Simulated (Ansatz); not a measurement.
# Sb: eigenvalues along the path

```yaml
crystal:
  lattice:
    - [2.21512, 1.27890, 3.74400]
    - [-2.21512, 1.27890, 3.74400]
    - [0.00000, -2.55780, 3.74400]
  atoms:
    - { symbol: Sb, position: [0.23364, 0.23364, 0.23364] }
    - { symbol: Sb, position: [0.76636, 0.76636, 0.76636] }
```

Atom numbers follow the list: Sb1, Sb2.

Structure: COD 9009654, as refined from experiment and not relaxed. The listed cell was then made from it by scaling, straining or moving an atom.

No spin–orbit coupling, which matters for the heavy atoms here.

Theory: Ansatz 0.2.0, DFT, PBE, all-electron LAPW, scalar-relativistic.

Sampling and basis: a Γ-centred 9×9×9 k mesh, Fermi–Dirac smearing of 0.05 eV, basis error target 0.5 meV/atom, no spin polarisation.

Path points, in fractions of the reciprocal vectors: Γ (0.000, 0.000, 0.000), T (0.500, 0.500, 0.500), H2 (0.756, 0.244, 0.500), H0 (0.500, -0.244, 0.244), L (0.500, 0.000, 0.000), S0 (0.372, -0.372, 0.000), S2 (0.628, 0.000, 0.372), F (0.500, 0.000, 0.500). Levels in eV from the Fermi level; bands 19 to 26, counted from the lowest band of the run. The gap is zero.

```
# k(1/Å) point b19 b20 b21 b22 b23 b24 b25 b26
0.000 Γ -12.22 -4.96 -1.71 -1.71 -1.64 2.16 2.73 2.73
0.168 - -12.13 -5.38 -1.69 -1.69 -1.41 2.05 2.40 2.40
0.336 - -11.86 -6.30 -1.63 -1.63 -1.03 1.69 1.69 1.76
0.503 - -11.45 -7.33 -1.50 -1.50 -0.79 0.95 0.95 1.38
0.671 - -10.96 -8.23 -1.34 -1.34 -0.66 0.37 0.37 1.06
0.839 T -10.68 -8.65 -1.24 -1.24 -0.63 0.13 0.13 0.93
0.984 - -10.62 -8.62 -2.26 -1.66 -0.22 -0.12 0.84 1.82
1.129 - -10.44 -8.54 -3.36 -2.58 -0.33 0.08 2.33 3.09
1.274 - -10.17 -8.48 -4.18 -3.49 -0.34 0.31 3.74 4.13
1.419 - -9.84 -8.54 -4.58 -4.19 -0.40 0.55 4.49 4.55
1.564 H2 -9.53 -8.80 -4.58 -4.48 -0.55 0.71 4.65 4.67
1.699 - -9.51 -8.86 -4.77 -4.01 -1.23 1.36 4.09 5.16
1.835 - -9.55 -8.85 -4.88 -3.23 -2.25 2.42 3.54 4.30
1.970 - -9.55 -8.85 -4.88 -3.23 -2.25 2.42 3.54 4.30
2.106 - -9.51 -8.86 -4.77 -4.01 -1.23 1.36 4.09 5.16
2.241 H0 -9.53 -8.80 -4.58 -4.48 -0.55 0.71 4.65 4.67
2.380 - -9.33 -9.14 -4.58 -3.98 -0.78 0.75 4.64 4.75
2.519 - -9.49 -9.26 -4.17 -3.21 -1.02 0.67 3.65 4.02
2.657 - -9.77 -9.29 -3.42 -2.23 -1.23 0.56 2.15 2.87
2.796 - -9.95 -9.33 -2.45 -1.37 -1.12 0.47 0.71 1.58
2.935 L -10.01 -9.35 -1.72 -1.45 -0.20 -0.15 0.46 0.57
3.108 - -10.62 -8.60 -1.73 -1.50 -0.54 0.32 0.66 0.74
3.281 - -11.30 -7.49 -1.75 -1.59 -0.82 0.94 1.19 1.21
3.454 - -11.80 -6.36 -1.75 -1.65 -1.12 1.59 1.85 1.86
3.627 - -12.11 -5.39 -1.72 -1.66 -1.48 2.05 2.45 2.47
3.800 Γ -12.22 -4.96 -1.71 -1.71 -1.64 2.16 2.73 2.73
4.011 - -12.06 -5.56 -1.98 -1.49 -1.35 1.90 2.08 2.75
4.222 - -11.60 -6.73 -2.70 -1.06 -0.83 0.92 1.01 3.13
4.434 - -10.86 -7.90 -3.58 -1.17 -1.07 0.58 1.01 3.84
4.645 - -9.90 -8.86 -4.37 -2.08 -1.90 1.58 1.98 4.75
4.856 S0 -9.56 -8.85 -4.90 -2.82 -2.69 2.79 3.25 4.18
4.974 - -9.46 -9.02 -4.78 -3.34 -1.87 1.92 3.69 4.57
5.092 - -9.35 -9.17 -4.58 -3.78 -1.01 0.94 4.31 4.87
5.211 - -9.35 -9.17 -4.58 -3.78 -1.01 0.94 4.31 4.87
5.329 - -9.46 -9.02 -4.78 -3.34 -1.87 1.92 3.69 4.57
5.447 S2 -9.56 -8.85 -4.90 -2.82 -2.69 2.79 3.25 4.18
5.520 - -9.72 -8.52 -5.00 -3.01 -2.92 2.79 3.70 4.08
5.592 - -9.85 -8.23 -5.06 -3.15 -3.12 2.44 4.12 4.42
5.665 - -9.95 -8.01 -5.08 -3.29 -3.26 2.09 4.48 4.85
5.737 - -10.00 -7.87 -5.07 -3.40 -3.32 1.86 4.73 5.19
5.809 F -10.02 -7.82 -5.07 -3.45 -3.34 1.79 4.82 5.33
```
